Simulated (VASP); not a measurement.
Input of a VASP 6.6.1 run:

INCAR

```
SYSTEM = C
PREC = Accurate
ENCUT = 520
EDIFF = 1E-6
ISMEAR = 0
SIGMA = 0.1
LREAL = .False.
LASPH = .True.
NELM = 120
ALGO = Normal
ISIF = 3
LWAVE = .False.
LCHARG = .False.
GGA = PE
IBRION = 2
NSW = 90
EDIFFG = -0.01
KPAR = 2
```

The input KPOINTS:

```
Automatic mesh
0
Gamma
  16 16 5
  0 0 0
```

File POSCAR:

```
C
1.0
    2.4700000000      0.0000000000      0.0000000000
   -1.2350000000      2.1390827500      0.0000000000
    0.0000000000      0.0000000000      6.7900000000
C
4
Direct
    0.0000000000      0.0000000000      0.0000000000
    0.0000000000      0.0000000000      0.5000000000
    0.3333333300      0.6666666700      0.0050000000
    0.6666666700      0.3333333300      0.5050000000
```

Potentials or basis: VASP PAW PBE potentials, release 64 (C).

Command:

```console
$ cat potpaw_PBE.64/C/POTCAR > POTCAR
$ mpirun -np 2 vasp_std > vasp.out
```

Problem. Predict the relaxed cell.

Solution. a = 2.468 Å, b = 2.468 Å, c = 7.606 Å, α = 90.00°, β = 90.00°, γ = 120.00°.

Problem. Estimate the relaxed volume.

Solution. 10.03 Å³/atom.

Problem. Predict the space group after relaxing (to 0.05 Å).

Solution. P6_3/mmc (No. 194).

Final structure:
```
CELL_PARAMETERS angstrom
2.46768 0.00000 0.00000
-1.23384 2.13707 0.00000
0.00000 0.00000 7.60625
ATOMIC_POSITIONS crystal
C 0.00000 0.00000 0.00247
C 0.00000 0.00000 0.50247
C 0.33333 0.66667 0.00253
C 0.66667 0.33333 0.50253
```

Caveat: this functional lacks dispersion, which binds the layers, so the pressure and a relaxed spacing across them are unreliable; the volume moved by +12 % from the deposited cell, more than functionals usually miss. Zero-point motion and thermal expansion aren't in these numbers.
